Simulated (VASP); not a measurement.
# MgO (Fm-3m) in VASP: band structure with HSE06

Aim: the band structure of MgO with HSE06.

All numbers are computed with VASP 6.6.1; they aren't measurements. Logs are shortened: lines on timing, memory, paths and dates and some standing lists are left out, and cuts for length are marked.

**The experiment to reproduce.**

“Electronic structure of alkaline earth and post-transition metal oxides”, 2009, arxiv:0908.1581 quotes, for a bulk crystal of MgO: band gap 7.83 eV.

The results are compared with them further down.

**1. The crystal as given**

The structure is cubic, space group Fm-3m (No. 225). The conventional cell has a = 4.214 Å, b = 4.214 Å, c = 4.214 Å, α = 90.00°, β = 90.00°, γ = 90.00°. Around Mg (site symmetry m-3m) lie 6 O at 2.11 Å. Around O (site symmetry m-3m) lie 6 Mg at 2.11 Å.

**2. Band structure, HSE06**

POSCAR reads:

```
MgO
1.0
    0.0000000000      2.1071290000      2.1071290000
    2.1071290000      0.0000000000      2.1071290000
    2.1071290000      2.1071290000      0.0000000000
Mg O
1 1
Direct
    0.0000000000      0.0000000000      0.0000000000
    0.5000000000      0.5000000000      0.5000000000
```

INCAR.step1 reads:

```
SYSTEM = MgO
  PREC = Accurate
  ENCUT = 520
  EDIFF = 1E-5
  ISMEAR = 0
  SIGMA = 0.02
  LREAL = .False.
  LASPH = .True.
  NELM = 80
  ALGO = Normal
  ISIF = 2
  LWAVE = .True.
  LCHARG = .False.
  GGA = PE
```

INCAR.step2 reads:

```
SYSTEM = MgO
  PREC = Accurate
  ENCUT = 520
  EDIFF = 1E-6
  ISMEAR = 0
  SIGMA = 0.02
  LREAL = .False.
  LASPH = .True.
  NELM = 80
  ALGO = Normal
  ISIF = 2
  LWAVE = .False.
  LCHARG = .False.
  GGA = PE
  LHFCALC = .True.
  HFSCREEN = 0.2
  PRECFOCK = Fast
  ISTART = 1
```

KPOINTS reads:

```
Automatic mesh
0
Gamma
  8 8 8
  0 0 0
```

KPOINTS_OPT reads:

```
path GXWKGLUWLK,UX
10
line-mode
reciprocal
 0.0000000000  0.0000000000  0.0000000000  G
 0.5000000000  0.0000000000  0.5000000000  X

 0.5000000000  0.0000000000  0.5000000000  X
 0.5000000000  0.2500000000  0.7500000000  W

 0.5000000000  0.2500000000  0.7500000000  W
 0.3750000000  0.3750000000  0.7500000000  K

 0.3750000000  0.3750000000  0.7500000000  K
 0.0000000000  0.0000000000  0.0000000000  G

 0.0000000000  0.0000000000  0.0000000000  G
 0.5000000000  0.5000000000  0.5000000000  L

 0.5000000000  0.5000000000  0.5000000000  L
 0.6250000000  0.2500000000  0.6250000000  U

 0.6250000000  0.2500000000  0.6250000000  U
 0.5000000000  0.2500000000  0.7500000000  W

 0.5000000000  0.2500000000  0.7500000000  W
 0.5000000000  0.5000000000  0.5000000000  L

 0.5000000000  0.5000000000  0.5000000000  L
 0.3750000000  0.3750000000  0.7500000000  K

 0.6250000000  0.2500000000  0.6250000000  U
 0.5000000000  0.0000000000  0.5000000000  X
```

Potentials or basis: VASP PAW PBE potentials, release 64 (Mg, O).

On the command line:

```sh
cat potpaw_PBE.64/Mg/POTCAR potpaw_PBE.64/O/POTCAR > POTCAR
cp INCAR.step1 INCAR
mpirun -np 1 vasp_std > vasp.out
cp INCAR.step2 INCAR
mpirun -np 1 vasp_std > vasp.out
```

OUTCAR:

```text
SYSTEM = MgO
   PREC = Accurate
   ENCUT = 520
   EDIFF = 1E-6
   ISMEAR = 0
   LREAL = .False.
   LASPH = .True.
   NELM = 80
   ISIF = 2
   GGA = PE
   LHFCALC = .True.
   HFSCREEN = 0.2
   PRECFOCK = Fast
   ISTART = 1

 ion  position               nearest neighbor table
   1  0.000  0.000  0.000-   2 2.11   2 2.11   2 2.11   2 2.11   2 2.11   2 2.11
   2  0.500  0.500  0.500-   1 2.11   1 2.11   1 2.11   1 2.11   1 2.11   1 2.11

  LATTYP: Found a face centered cubic cell.
 ALAT       =     4.2142580000

  Lattice vectors:

 A1 = (   0.0000000000,   2.1071290000,   2.1071290000)
 A2 = (   2.1071290000,   0.0000000000,   2.1071290000)
 A3 = (   2.1071290000,   2.1071290000,   0.0000000000)

Analysis of symmetry for initial positions (statically):
=====================================================================
 Subroutine PRICEL returns:
 Original cell was already a primitive cell.

 Routine SETGRP: Setting up the symmetry group for a
 face centered cubic supercell.

 Subroutine GETGRP returns: Found 48 space group operations
 (whereof 48 operations were pure point group operations)
 out of a pool of 48 trial point group operations.

The static configuration has the point symmetry O_h .

Analysis of symmetry for dynamics (positions and initial velocities):
=====================================================================
 Subroutine PRICEL returns:
 Original cell was already a primitive cell.

 Routine SETGRP: Setting up the symmetry group for a
 face centered cubic supercell.

 Subroutine GETGRP returns: Found 48 space group operations
 (whereof 48 operations were pure point group operations)
 out of a pool of 48 trial point group operations.

The dynamic configuration has the point symmetry O_h .

 Subroutine INISYM returns: Found 48 space group operations
 (whereof 48 operations are pure point group operations),
 and found     1 'primitive' translations

----------------------------------------------------------------------------------------

                                     Primitive cell

  volume of cell :      18.7113

  direct lattice vectors                    reciprocal lattice vectors
     0.000000000  2.107129000  2.107129000    -0.237289696  0.237289696  0.237289696
     2.107129000  0.000000000  2.107129000     0.237289696 -0.237289696  0.237289696
     2.107129000  2.107129000  0.000000000     0.237289696  0.237289696 -0.237289696

  length of vectors
     2.979930409  2.979930409  2.979930409     0.410997810  0.410997810  0.410997810

[... 95 lines left out ...]
   ISMEAR =     0;   SIGMA  =   0.02  broadening in eV -4-tet -1-fermi 0-gaus
   EFERMI_NEDOS =   21; number of points for ismear=-14 and -15
   IALGO  =     38    algorithm
   IMIX   =      1    mixing-type and parameters
     AMIX     =   0.40;   BMIX     =  1.00
     AMIX_MAG =   1.60;   BMIX_MAG =  1.00
  volume/ion in A,a.u.               =       9.36        63.13
  Fermi-wavevector in a.u.,A,eV,Ry     =   1.233305  2.330608 20.695011  1.521040
  Thomas-Fermi vector in A             =   2.368040
   LORBIT       =      0    0 simple, 1 ext, 2 COOP (PROOUT), +10 PAW based schemes
   GGA     = PE    functional components
   LHFCALC =     T    Hartree Fock is set to
   PRECFOCK=fast      Normal, Fast or Accurate (Low or Medium for compatibility)
   ENCUT4O =  -1.0   cutoff for four orbital integrals eV
   NKREDX  =     1    reduce k-point grid by
   NKREDY  =     1    reduce k-point grid by
   NKREDZ  =     1    reduce k-point grid by
   AEXX    =    0.2500 exact exchange contribution
   HFSCREEN=    0.2000 screening length (either q_TF or 0.3 A-1)
   HFSCREENC=   0.2000 screening length for correlation (either q_TF or 0.3 A-1)
   ENCUTFOCK=  -1.0 apply spherical cutoff to Coloumb kernel
   IVDW    =     0    specifies the selected vdW correction
   LEPSILON=     F    determine dielectric tensor
   LRPA    =     F    only Hartree local field effects (RPA)
 non-spin polarized calculation
 Gauss-broadening in eV      SIGMA  =   0.02
  energy-cutoff  :      520.00
  volume of cell :       18.71
 maximum number of plane-waves:       531
 NGX is ok and might be reduce to    24
  NGX = 14; NGY = 14; NGZ = 14

 number of electron       8.0000005 magnetization

 Free energy of the ion-electron system (eV)
  ---------------------------------------------------
  ext. energy  EPLUGINS =         0.00000000
  ---------------------------------------------------
  free energy    TOTEN  =       -14.23064853 eV

  energy without entropy =      -14.23064853  energy(sigma->0) =      -14.23064853

 E-fermi :   2.0488     XC(G=0):  -9.0778

 val. band max:        1.9161270207   @ k =   0.0000   0.0000   0.0000
 cond. band min:       8.3595750435   @ k =   0.0000   0.0000   0.0000
 fundamental gap:      6.4434480228
 Fermi energy:         2.0488104580

 k-point     1 :       0.0000    0.0000    0.0000
  band No.  band energies     occupation
      1     -16.9024      2.00000
      2       1.9161      2.00000
      3       1.9161      2.00000
      4       1.9161      2.00000
      5       8.3596      0.00000
      6      19.6820      0.00000
      7      19.6820      0.00000
      8      19.6820      0.00000
[... 243 lines left out ...]
 k-point    24 :      -0.3750    0.2500    0.1250
  band No.  band energies     occupation
      1     -15.4009      2.00000
      2      -2.3522      2.00000
      3      -0.1500      2.00000
      4       0.8470      2.00000
      5      13.4778      0.00000
      6      16.2741      0.00000
      7      17.4062      0.00000
      8      20.9529      0.00000

 [... further k-points ...]

------------------------ aborting loop because EDIFF is reached ----------------------------------------

  FORCE on cell =-STRESS in cart. coord.  units (eV):
  Direction    XX          YY          ZZ          XY          YZ          ZX
  --------------------------------------------------------------------------------------
  -------------------------------------------------------------------------------------
  Total       -0.2136637     -0.2136637     -0.2136637     -0.0000000      0.0000000      0.0000000
  in kB      -18.2952316    -18.2952316    -18.2952316     -0.0000000      0.0000000      0.0000000
  external PRESSURE =     -18.2952316 kB  Pullay stress =       0.0000000 kB

 VOLUME and BASIS-vectors are now :
 -----------------------------------------------------------------------------
  energy-cutoff  :      520.00
  volume of cell :       18.71
      direct lattice vectors                 reciprocal lattice vectors
     0.000000000  2.107129000  2.107129000    -0.237289696  0.237289696  0.237289696
     2.107129000  0.000000000  2.107129000     0.237289696 -0.237289696  0.237289696
     2.107129000  2.107129000  0.000000000     0.237289696  0.237289696 -0.237289696

 POSITION                                       TOTAL-FORCE (eV/Angst)
 -----------------------------------------------------------------------------------
      0.00000      0.00000      0.00000        -0.000000     -0.000000     -0.000000
      2.10713      2.10713      2.10713         0.000000      0.000000      0.000000
 -----------------------------------------------------------------------------------
    total drift:                               -0.000168     -0.000129     -0.000299

  FREE ENERGIE OF THE ION-ELECTRON SYSTEM (eV)
  ---------------------------------------------------
  free  energy   TOTEN  =       -14.2306485294 eV

  energy  without entropy=      -14.2306485294  energy(sigma->0) =      -14.23064853
```

Wall time 32 min (1 thread of Intel Xeon Platinum 8259CL at 2.50GHz (Skylake/Cascade Lake), shared host); peak memory 0.29 GiB.

Results:

| Quantity | Value |
| --- | --- |
| Free energy | -14.2306 eV |
| Pressure | -1.8 GPa |
| Band gap on the k mesh | 6.44 eV, direct |
| Band gap along the path | 6.44 eV, direct |

Levels at the corners of the path, in eV from the valence-band top:
```tsv
point	band 2	band 3	band 4	band 5	band 6	band 7
Γ	0.00	0.00	0.00	6.44	17.77	17.77
X	-4.38	-1.47	-1.47	10.87	11.85	15.36
X	-4.38	-1.47	-1.47	10.87	11.85	15.36
W	-3.16	-3.16	-1.90	13.67	13.67	14.20
W	-3.16	-3.16	-1.90	13.67	13.67	14.20
K	-3.74	-2.89	-1.25	11.94	13.80	14.69
K	-3.74	-2.89	-1.25	11.94	13.80	14.69
Γ	0.00	0.00	0.00	6.44	17.77	17.77
Γ	0.00	0.00	0.00	6.44	17.77	17.77
L	-4.92	-0.71	-0.71	9.68	14.87	18.32
L	-4.92	-0.71	-0.71	9.68	14.87	18.32
U	-3.74	-2.89	-1.25	11.94	13.80	14.69
U	-3.74	-2.89	-1.25	11.94	13.80	14.69
W	-3.16	-3.16	-1.90	13.67	13.67	14.20
W	-3.16	-3.16	-1.90	13.67	13.67	14.20
L	-4.92	-0.71	-0.71	9.68	14.87	18.32
L	-4.92	-0.71	-0.71	9.68	14.87	18.32
K	-3.74	-2.89	-1.25	11.94	13.80	14.69
U	-3.74	-2.89	-1.25	11.94	13.80	14.69
X	-4.38	-1.47	-1.47	10.87	11.85	15.36
```

Caveat: the PAW data sets were made with another functional, which shifts forces and pressure a little.

**3. How close it comes**

Step 2. Against the measured gap of MgO, 7.83 eV (quoted in “Electronic structure of alkaline earth and post-transition metal oxides”, 2009, arxiv:0908.1581), the calculated 6.44 eV is off by -1.39 eV. The value is that of HSE06, without temperature or zero-point motion.
